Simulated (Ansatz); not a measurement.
Runs of Ansatz 0.2.0 on ZnS. It takes space group F-43m (No. 216, cubic). The conventional cell has a = 5.404 Å, b = 5.404 Å, c = 5.404 Å, α = 90.00°, β = 90.00°, γ = 90.00°. Zn (site symmetry -43m) is surrounded by 4 S at 2.34 Å. S (site symmetry -43m) has 4 Zn at 2.34 Å as nearest neighbours. 

```tsv
share of exact exchange	gap on the mesh (eV)	pressure (GPa)
0.25	3.36	1.0
0.3	(b)	(a)
0.15	2.85	1.2
0.1	2.60	1.4
0.05	2.35	1.5
0.2	(c)	1.1
```

Alike in all rows: task single point; level HSE06 form with a typed share of exact exchange; potentials or basis Ansatz PAW; no spin polarisation; cell as given; k mesh 5 × 5 × 5; cutoff (eV) 420; smearing fermi-dirac 0.05 eV.

Task: Fill in the values left out.

Result: (a) 0.8; (b) 3.62; (c) 3.10.

Caveats: odd divisions of the mesh miss points on the zone boundary, where band edges often lie, so the gap on the mesh can be too wide; the PAW data sets come from PBE, with cores solved anew for the run's functional, which leaves a small shift of forces and pressure; the thresholds are loose for stress.

